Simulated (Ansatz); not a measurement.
A crystal relaxed with r2SCAN+rVV10 in Ansatz 0.2.0 has space group P6_3/mmc (No. 194) and a = 3.542 Å, c = 14.177 Å.

```
atom  site       x       y       z
  Mo    2c  0.3333  0.6667  0.2500
  Xx    4f  0.6667  0.3333  0.3766
```

r2SCAN gives an indirect gap of 0.88 eV, from Γ to K–Γ (0.41 of the way from K); the least direct gap is 1.08 eV at K. The HSE06 gap is indirect, 1.19 eV (Γ to K–Γ (0.41 of the way from K)), below the direct gap of 1.41 eV at K. With PBE the valence top lies at Γ and the conduction bottom at K–Γ (0.40 of the way from K), 0.77 eV higher; the smallest vertical gap, at K, is 1.00 eV. Meshes: r2SCAN 12×12×2, HSE06 6×6×2, PBE 12×12×2. r2SCAN's ε∞ is 18.8 along x and y, 8.7 along z.

Question: Which element is Xx?
A. O
B. Se
C. Te
D. S

Answer: C. Xx is Te: MoTe2, 2H-MoS2 type. Around Mo lie 6 Te at 2.72 Å; around Te lie 3 Mo at 2.72 Å.

No spin polarisation and no zero-point or thermal motion.

No spin-orbit coupling is included; it can move band edges with weight on the heavy atoms by tenths of an eV.

Where an edge lies off the special points, it is a point of the mesh or the k point where a search put PBE's edge or least direct gap, reused for the other functionals, whose own edges may lie a little apart; PBE's own value is read along its path and can be a few hundredths of an eV high.

The meshes of the hybrids are coarse, so their gaps aren't converged to the digits shown.
